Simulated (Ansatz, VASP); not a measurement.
## Two plane-wave programs on TePb

```xyz
2
Lattice="0.0000 3.2861 3.2861 3.2861 0.0000 3.2861 3.2861 3.2861 0.0000" Properties=species:S:1:pos:R:3 pbc="T T T"
Te    3.2861    3.2861    3.2861
Pb    0.0000    0.0000    0.0000
```

Alike in both runs: task single point; functional PBE; k mesh 8 × 8 × 8; occupations gaussian, width 0.02 eV; no spin polarisation.

|  | VASP | Ansatz |
| --- | --- | --- |
| version | VASP 6.6.1 | Ansatz 0.2.0 |
| potentials or method | VASP PAW PBE potentials, release 64 (Te, Pb_d) | scalar-relativistic, plane waves, PAW |
| plane-wave cutoff (eV) | 520 | 420 |
| valence electrons in the cell | 20 | 30 |

|  | VASP | Ansatz | Ansatz less VASP |
| --- | --- | --- | --- |
| gap on the k mesh at the Fermi level (eV) | 0.83 | 0.83 | -0.004 |
| least direct gap on the mesh (eV) | 0.83 | 0.83 | -0.004 |

The two sets of potentials don't hold the same shells in valence.

Caveats: spin-orbit coupling is left out, which as a rule narrows the gap of such compounds by several tenths of an eV. A k mesh can miss the band edges.
